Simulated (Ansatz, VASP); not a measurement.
## Two plane-wave programs on AlN

Contents of INCAR:

```
SYSTEM = AlN
ALGO = Normal
EDIFF = 1E-7
ENCUT = 520
GGA = PS
ISIF = 2
ISMEAR = 0
LASPH = .TRUE.
LCHARG = .TRUE.
LELF = .TRUE.
LREAL = .FALSE.
LVHAR = .TRUE.
LWAVE = .FALSE.
NBANDS = 11
NELM = 80
PREC = Accurate
SIGMA = 0.05
```

KPOINTS

```
k-points
0
G
  10 10 10
  0 0 0
```

Contents of POSCAR:

```
AlN
1.0
    0.0564132376      2.1203121744      2.1203121744
    2.1203121744      0.0564132376      2.1203121744
    2.1203121744      2.1203121744      0.0564132376
Al N
1 1
Direct
    0.5000000000      0.5000000000      0.5000000000
    0.0000000000      0.0000000000      0.0000000000
```

Input for Ansatz:

```yaml
crystal:
  lattice:
    - [0.0564132376, 2.1203121744, 2.1203121744]
    - [2.1203121744, 0.0564132376, 2.1203121744]
    - [2.1203121744, 2.1203121744, 0.0564132376]
  atoms:
    - { symbol: Al, position: [0.5, 0.5, 0.5] }
    - { symbol: "N", position: [0.0, 0.0, 0.0] }
basis:
  ecutwfc: 520.0
kpoints:
  mp_grid: { grid: [10, 10, 10] }
hamiltonian:
  xc: pbesol
  pseudopotentials: { kind: paw, azcp: { folder: soft_1 } }
scf:
  occupations: { method: gaussian, width: 0.05 }
output:
  forces: true
  stress: true
  eigenvalues: true
  write_density: true
  write_potential: true
  elf: true
  volumetric_format: npy
```

Alike in both runs: task single point; functional PBEsol; k mesh 10 × 10 × 10; occupations gaussian, width 0.05 eV; no spin polarisation.

```csv
,VASP,Ansatz
version,VASP 6.6.1,Ansatz 0.2.0
potentials or method,"VASP PAW PBE potentials, release 64 (Al, N)","scalar-relativistic, plane waves, PAW"
plane-wave cutoff (eV),520,520
valence electrons in the cell,8,8
```

Ansatz gave:

```
gap on the k mesh at the Fermi level (eV)       : 3.34
least direct gap on the mesh (eV)               : 4.00
pressure (GPa)                                  : -21.6
largest component of the traceless stress (GPa) : 7.54
```

Problem. Estimate VASP's values.

Solution. gap on the k mesh at the Fermi level (eV): 3.34; least direct gap on the mesh (eV): 4.02; pressure (GPa): -21.6; largest component of the traceless stress (GPa): 7.55.

Ansatz warned: «pseudo_functional_mismatch».

Caveats: so large a pressure means that the cell lies far from this level's equilibrium, or that cutoff or potentials fall short (VASP); the potentials were made for another functional, which shifts forces and pressure (VASP). A k mesh can miss the band edges.
